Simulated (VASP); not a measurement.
# Ir (P6_3/mmc) in VASP: notebook

The runs below take Ir through single point, with PBE.

Everything below comes from runs of VASP 6.6.1. Logs are shortened: lines on timing, memory, paths and dates and some standing lists are left out, and cuts for length are marked.

## (1) Starting point

Symmetry: P6_3/mmc, No. 194, hexagonal system. The conventional cell has a = 2.751 Å, b = 2.751 Å, c = 4.462 Å, α = 90.00°, β = 90.00°, γ = 120.00°. Around Ir (site symmetry -6m2) lie 12 Ir at 2.74 to 2.75 Å.

This isn't the form of Ir at room conditions, which is fcc.

## (2) Single point, PBE

File INCAR:

```
SYSTEM = Ir
ADDGRID = .FALSE. ; ALGO = Normal
EDIFF = 1E-6 ; ENCUT = 460
GGA = PE ; ISIF = 2
ISMEAR = 0 ; LASPH = .TRUE.
LCHARG = .FALSE. ; LREAL = .FALSE.
LWAVE = .FALSE. ; NELM = 100
PREC = Accurate ; SIGMA = 0.4
```

File KPOINTS:

```
k-points
0
G
  11 11 6
  0 0 0
```

File POSCAR:

```
Ir
1.0
    2.7513778946      0.0000000000      0.0000000000
   -1.3756889473      2.3827631521      0.0000000000
    0.0000000000      0.0000000000      4.4622900000
Ir
2
Direct
    0.3333333333      0.6666666667      0.2500000000
    0.6666666667      0.3333333333      0.7500000000
```

Potentials or basis: VASP PAW PBE potentials, release 64 (Ir).

The run is started by

```sh
cat potpaw_PBE.64/Ir/POTCAR > POTCAR
mpirun -np 1 vasp_std > vasp.out
```

OUTCAR:

```text
SYSTEM = Ir
   EDIFF = 1E-6
   ENCUT = 460
   GGA = PE
   ISIF = 2
   ISMEAR = 0
   LASPH = .TRUE.
   LREAL = .FALSE.
   NELM = 100
   PREC = Accurate

 Found     64 irreducible k-points:

 Following reciprocal coordinates:
            Coordinates               Weight
  0.000000  0.000000  0.000000      1.000000
  0.090909 -0.000000  0.000000      6.000000
  0.181818 -0.000000  0.000000      6.000000
  0.272727 -0.000000  0.000000      6.000000
  0.363636 -0.000000  0.000000      6.000000
  0.454545 -0.000000  0.000000      6.000000
   k-points           NKPTS =     64   k-points in BZ     NKDIM =     64   number of bands    NBANDS=     13
   number of dos      NEDOS =    301   number of ions     NIONS =      2
   total plane-waves  NPLWV =  12800
   dimension x,y,z NGX =    20 NGY =   20 NGZ =   32
   dimension x,y,z NGXF=    40 NGYF=   40 NGZF=   64
   ions per type =               2
   NGX,Y,Z   is equivalent  to a cutoff of  12.08, 12.08, 11.92 a.u.
   NGXF,Y,Z  is equivalent  to a cutoff of  24.17, 24.17, 23.84 a.u.
 SYSTEM =  Ir
   PREC   = accura    normal or accurate (medium, high low for compatibility)
   ISTART =      0    job   : 0-new  1-cont  2-samecut
   ICHARG =      2    charge: 1-file 2-atom 10-const
   ISPIN  =      1    spin polarized calculation?
   LNONCOLLINEAR =      F non collinear calculations
   LSORBIT =      F    spin-orbit coupling
   LASPH  =      T    aspherical Exc in radial PAW
   ENCUT  =  460.0 eV  33.81 Ry    5.81 a.u.   4.81  4.81  7.80*2*pi/ulx,y,z
   NELM   =    100;   NELMIN=  2; NELMDL= -5     # of ELM steps
   EDIFF  = 0.1E-05   stopping-criterion for ELM
[... 8 lines left out ...]
   TEBEG  =    0.0;   TEEND  =   0.0 temperature during run
   PSTRESS=    0.0 pullay stress
   NELECT =      18.0000    total number of electrons
   NUPDOWN=      -1.0000    fix difference up-down
   EMIN   =  10.00;   EMAX   =-10.00  energy-range for DOS
   EFERMI =   0.00;   METHOD = LEGACY
   ISMEAR =     0;   SIGMA  =   0.40  broadening in eV -4-tet -1-fermi 0-gaus
   EFERMI_NEDOS =   21; number of points for ismear=-14 and -15
   IALGO  =     38    algorithm
   IMIX   =      4    mixing-type and parameters
     AMIX     =   0.40;   BMIX     =  1.00
     AMIX_MAG =   1.60;   BMIX_MAG =  1.00
  volume/ion in A,a.u.               =      14.63        98.71
  Fermi-wavevector in a.u.,A,eV,Ry     =   1.392417  2.631287 26.379323  1.938826
  Thomas-Fermi vector in A             =   2.516162
   LORBIT       =      0    0 simple, 1 ext, 2 COOP (PROOUT), +10 PAW based schemes
   GGA     = PE    functional components
   LHFCALC =     F    Hartree Fock is set to
   AEXX    =    0.0000 exact exchange contribution
   IVDW    =     0    specifies the selected vdW correction
   LEPSILON=     F    determine dielectric tensor
   LRPA    =     F    only Hartree local field effects (RPA)
 non-spin polarized calculation
 Gauss-broadening in eV      SIGMA  =   0.40
  energy-cutoff  :      460.00
  volume of cell :       29.25
 maximum number of plane-waves:       675
 NGX is ok and might be reduce to    20
   NGX =  9   NGY =  9   NGZ = 15

 number of electron      18.0000001 magnetization

 Free energy of the ion-electron system (eV)
  ---------------------------------------------------
  ext. energy  EPLUGINS =         0.00000000
  ---------------------------------------------------
  free energy    TOTEN  =       -17.63666272 eV

  energy without entropy =      -17.42067519  energy(sigma->0) =      -17.52866896

 E-fermi :   9.9328     XC(G=0): -13.7893

 val. band max:        9.9305464942   @ k =   0.3636   0.1818   0.1667
 cond. band min:       9.9462636568   @ k =   0.2727   0.0909   0.3333
 fundamental gap:      0.0157171627
 Fermi energy:         9.9327836602

 k-point     1 :       0.0000    0.0000    0.0000
  band No.  band energies     occupation
      1      -0.9271      2.00000
      2       2.1089      2.00000
      3       6.1944      2.00000
      4       6.2964      2.00000
      5       6.2964      2.00000
      6       6.9208      2.00000
      7       6.9208      2.00000
      8       7.6859      2.00000
      9       7.6859      2.00000
     10       9.2159      1.98874
     11      10.2145      0.31918
     12      10.2145      0.31918
     13      16.7329      0.00000

 k-point     2 :       0.0909   -0.0000    0.0000
  band No.  band energies     occupation
      1      -0.6164      2.00000
      2       2.3824      2.00000
      3       5.7801      2.00000
      4       6.5558      2.00000
      5       6.6300      2.00000
      6       6.7860      2.00000
      7       7.1630      2.00000
      8       7.2707      2.00000
      9       7.4992      2.00000
     10       8.0830      2.00000
     11      10.3210      0.16993
     12      11.8524      0.00000
     13      16.6874      0.00000

 k-point     3 :       0.1818   -0.0000    0.0000
  band No.  band energies     occupation
      1       0.2475      2.00000
      2       3.0285      2.00000
      3       5.2953      2.00000
      4       5.9478      2.00000
      5       6.3375      2.00000
      6       7.0720      2.00000
      7       7.3024      2.00000
      8       7.3183      2.00000
      9       7.5102      2.00000
     10       7.8545      2.00000
     11      10.5322      0.03406
     12      14.0605      0.00000
     13      16.5454      0.00000

 k-point     4 :       0.2727   -0.0000    0.0000
  band No.  band energies     occupation
      1       1.4134      2.00000
      2       3.3306      2.00000
      3       4.7247      2.00000
      4       5.3244      2.00000
      5       6.1800      2.00000
      6       6.6097      2.00000
      7       7.0901      2.00000
      8       8.3360      2.00000
      9       8.4257      2.00000
     10       8.8799      1.99980
     11      10.7119      0.00587
     12      16.3089      0.00000
     13      16.4046      0.00000

 k-point     5 :       0.3636   -0.0000    0.0000
  band No.  band energies     occupation
      1       2.3560      2.00000
      2       3.0491      2.00000
      3       3.8624      2.00000
      4       5.8129      2.00000
      5       6.2439      2.00000
      6       6.6903      2.00000
      7       6.7557      2.00000
      8       9.6643      1.65755
      9       9.9054      1.07717
     10      10.0175      0.76442
     11      10.8190      0.00173
     12      16.6189      0.00000
     13      18.2908      0.00000

 k-point     6 :       0.4545   -0.0000    0.0000
  band No.  band energies     occupation
      1       2.6952      2.00000
      2       2.8163      2.00000
      3       3.4194      2.00000
      4       6.0454      2.00000
      5       6.4928      2.00000
      6       6.5712      2.00000
      7       7.0842      2.00000
      8      10.5096      0.04143
      9      10.8643      0.00099
     10      10.8856      0.00076
     11      12.0052      0.00000
     12      15.1310      0.00000
     13      17.6265      0.00000

 [... further k-points ...]
[... 5 lines left out ...]
  --------------------------------------------------------------------------------------
  -------------------------------------------------------------------------------------
  Total        0.0752067      0.0752067     -0.0973976     -0.0000000     -0.0000000      0.0000000
  in kB        4.1188724      4.1188724     -5.3342057     -0.0000000     -0.0000000      0.0000000
  external PRESSURE =       0.9678464 kB  Pullay stress =       0.0000000 kB

 VOLUME and BASIS-vectors are now :
 -----------------------------------------------------------------------------
  energy-cutoff  :      460.00
  volume of cell :       29.25
      direct lattice vectors                 reciprocal lattice vectors
     2.751377895  0.000000000  0.000000000     0.363454254  0.209840411  0.000000000
    -1.375688947  2.382763152  0.000000000     0.000000000  0.419680823  0.000000000
     0.000000000  0.000000000  4.462290000     0.000000000  0.000000000  0.224100182

 POSITION                                       TOTAL-FORCE (eV/Angst)
 -----------------------------------------------------------------------------------
     -0.00000      1.58851      1.11557        -0.000000      0.000000      0.000000
      1.37569      0.79425      3.34672         0.000000     -0.000000      0.000000
 -----------------------------------------------------------------------------------
    total drift:                                0.000000     -0.000000     -0.000000

  FREE ENERGIE OF THE ION-ELECTRON SYSTEM (eV)
  ---------------------------------------------------
  free  energy   TOTEN  =       -17.6366627228 eV

  energy  without entropy=      -17.4206751944  energy(sigma->0) =      -17.52866896
```

Run time: 23 s. Hardware: 1 thread of Intel Xeon Platinum 8375C at 2.90GHz (Ice Lake), shared host; peak memory 0.14 GiB.

The run converged, but some of its settings lie outside the range that counts as converged, so its numbers aren't taken as properties of the crystal.

What came out:

```
Free energy            : -17.6367 eV
Pressure               : 0.1 GPa
Band gap on the k mesh : none (metal or under the smearing width)
```

## (3) Single point, PBE

INCAR is that of step 2.

KPOINTS is that of step 2.

File POSCAR:

```
Ir
1.0
    2.7513778946      0.0000000000      0.0000000000
   -1.3756889473      2.3827631521      0.0000000000
    0.0000000000      0.0000000000      4.4622900000
Ir
2
Direct
    0.3583140000      0.6617470000      0.2121330000
    0.6598720000      0.3587530000      0.7691070000
```

Potentials or basis: VASP PAW PBE potentials, release 64 (Ir).

The run is started by

```sh
cat potpaw_PBE.64/Ir/POTCAR > POTCAR
mpirun -np 1 vasp_std > vasp.out
```

OUTCAR:

```text
SYSTEM = Ir
   EDIFF = 1E-6
   ENCUT = 460
   GGA = PE
   ISIF = 2
   ISMEAR = 0
   LASPH = .TRUE.
   LREAL = .FALSE.
   NELM = 100
   PREC = Accurate

 Found    364 irreducible k-points:

 Following reciprocal coordinates:
            Coordinates               Weight
  0.000000  0.000000  0.000000      1.000000
  0.090909 -0.000000  0.000000      2.000000
  0.000000  0.090909  0.000000      2.000000
 -0.090909  0.090909  0.000000      2.000000
  0.181818 -0.000000  0.000000      2.000000
  0.000000  0.181818  0.000000      2.000000
   k-points           NKPTS =    364   k-points in BZ     NKDIM =    364   number of bands    NBANDS=     13
   number of dos      NEDOS =    301   number of ions     NIONS =      2
   total plane-waves  NPLWV =  12800
   dimension x,y,z NGX =    20 NGY =   20 NGZ =   32
   dimension x,y,z NGXF=    40 NGYF=   40 NGZF=   64
   ions per type =               2
   NGX,Y,Z   is equivalent  to a cutoff of  12.08, 12.08, 11.92 a.u.
   NGXF,Y,Z  is equivalent  to a cutoff of  24.17, 24.17, 23.84 a.u.
 SYSTEM =  Ir
   PREC   = accura    normal or accurate (medium, high low for compatibility)
   ISTART =      0    job   : 0-new  1-cont  2-samecut
   ICHARG =      2    charge: 1-file 2-atom 10-const
   ISPIN  =      1    spin polarized calculation?
   LNONCOLLINEAR =      F non collinear calculations
   LSORBIT =      F    spin-orbit coupling
[... 62 lines left out ...]
      2       1.9129      2.00000
      3       5.8763      2.00000
      4       6.0154      2.00000
      5       6.0999      2.00000
      6       6.3271      2.00000
      7       6.6693      2.00000
      8       7.7701      2.00000
      9       8.4192      2.00000
     10       9.5811      1.89283
     11       9.9415      1.26380
     12      10.8372      0.00466
     13      16.0381      0.00000
[... 66 lines left out ...]
  band No.  band energies     occupation
      1       0.2125      2.00000
      2       2.7722      2.00000
      3       4.8755      2.00000
      4       5.7964      2.00000
      5       6.1903      2.00000
      6       6.5453      2.00000
      7       7.0726      2.00000
      8       7.3615      2.00000
      9       7.9992      2.00000
     10       8.2789      2.00000
     11      10.8263      0.00525
     12      14.1633      0.00000
     13      16.2414      0.00000

 [... further k-points ...]
[... 5 lines left out ...]
  --------------------------------------------------------------------------------------
  -------------------------------------------------------------------------------------
  Total        2.0395332      1.4449227      3.9715794     -0.5245872      0.8382483     -1.4829756
  in kB      111.6998156     79.1345796    217.5128528    -28.7302447     45.9086331    -81.2186354
  external PRESSURE =     136.1157493 kB  Pullay stress =       0.0000000 kB

 VOLUME and BASIS-vectors are now :
 -----------------------------------------------------------------------------
  energy-cutoff  :      460.00
  volume of cell :       29.25
      direct lattice vectors                 reciprocal lattice vectors
     2.751377895  0.000000000  0.000000000     0.363454254  0.209840411  0.000000000
    -1.375688947  2.382763152  0.000000000     0.000000000  0.419680823  0.000000000
     0.000000000  0.000000000  4.462290000     0.000000000  0.000000000  0.224100182

 POSITION                                       TOTAL-FORCE (eV/Angst)
 -----------------------------------------------------------------------------------
      0.07550      1.57679      0.94660        -0.859627      0.484097      3.756896
      1.32202      0.85482      3.43198         0.859627     -0.484097     -3.756896
 -----------------------------------------------------------------------------------
    total drift:                               -0.000001     -0.000004     -0.000001

  FREE ENERGIE OF THE ION-ELECTRON SYSTEM (eV)
  ---------------------------------------------------
  free  energy   TOTEN  =       -17.1364988663 eV

  energy  without entropy=      -16.9312109914  energy(sigma->0) =      -17.03385493
```

Run time: 80 s. Hardware: 1 thread of Intel Xeon Platinum 8375C at 2.90GHz (Ice Lake), shared host; peak memory 0.22 GiB.

The run converged, but some of its settings lie outside the range that counts as converged, so its numbers aren't taken as properties of the crystal.

What came out:

* Free energy: -17.1365 eV
* Pressure: 13.6 GPa
* Largest force: 3.884 eV/Å
* Band gap on the k mesh: none (metal or under the smearing width)

## (4) Single point, PBE

Changes to INCAR since step 3:

```diff
@@ -7,2 +7,2 @@
 LWAVE = .FALSE. ; NELM = 100
-PREC = Accurate ; SIGMA = 0.4
+PREC = Accurate ; SIGMA = 0.1
```

KPOINTS is that of step 3.

File POSCAR:

```
Ir
1.0
    2.7513778946      0.0000000000      0.0000000000
   -1.3756889473      2.3827631521      0.0000000000
    0.0000000000      0.0000000000      4.4622900000
Ir
2
Direct
    0.3333333333      0.6666666667      0.2500000000
    0.6666666667      0.3333333333      0.7500000000
```

The run is started by

```sh
cat potpaw_PBE.64/Ir/POTCAR > POTCAR
mpirun -np 1 vasp_std > vasp.out
```

It took 13 s on 1 thread of Intel Xeon Platinum 8375C at 2.90GHz (Ice Lake), shared host; peak memory 0.14 GiB.

These settings aren't checked as converged: the numbers below hold their error.

Results:

| Property | Result |
| --- | --- |
| Free energy | -17.5306 eV |
| Pressure | -0.9 GPa |
| Band gap on the k mesh | none (metal or under the smearing width) |

## (5) Single point, PBE

INCAR is that of step 4.

KPOINTS is that of step 4.

File POSCAR:

```
Ir
1.0
    2.7513778946      0.0000000000      0.0000000000
   -1.3756889473      2.3827631521      0.0000000000
    0.0000000000      0.0000000000      4.4622900000
Ir
2
Direct
    0.3583140000      0.6617470000      0.2121330000
    0.6598720000      0.3587530000      0.7691070000
```

The run is started by

```sh
cat potpaw_PBE.64/Ir/POTCAR > POTCAR
mpirun -np 1 vasp_std > vasp.out
```

It took 79 s on 1 thread of Intel Xeon Platinum 8375C at 2.90GHz (Ice Lake), shared host; peak memory 0.22 GiB.

These settings aren't checked as converged: the numbers below hold their error.

Results:

```
Free energy            : -17.0300 eV
Pressure               : 12.8 GPa
Largest force          : 3.811 eV/Å
Band gap on the k mesh : none (metal or under the smearing width)
```

## (6) Single point, PBE

Changes to INCAR since step 5:

```diff
@@ -7,2 +7,2 @@
 LWAVE = .FALSE. ; NELM = 100
-PREC = Accurate ; SIGMA = 0.1
+PREC = Accurate ; SIGMA = 0.05
```

KPOINTS is that of step 5.

File POSCAR:

```
Ir
1.0
    2.7513778946      0.0000000000      0.0000000000
   -1.3756889473      2.3827631521      0.0000000000
    0.0000000000      0.0000000000      4.4622900000
Ir
2
Direct
    0.3333333333      0.6666666667      0.2500000000
    0.6666666667      0.3333333333      0.7500000000
```

Potentials or basis: VASP PAW PBE potentials, release 64 (Ir).

The run is started by

```sh
cat potpaw_PBE.64/Ir/POTCAR > POTCAR
mpirun -np 1 vasp_std > vasp.out
```

Wall time 13 s (1 thread of Intel Xeon Platinum 8375C at 2.90GHz (Ice Lake), shared host); peak memory 0.14 GiB.

These settings aren't checked as converged: the numbers below hold their error.

Results:

| Property | Result |
| --- | --- |
| Free energy | -17.5236 eV |
| Pressure | -1.0 GPa |
| Band gap on the k mesh | none (metal or under the smearing width) |
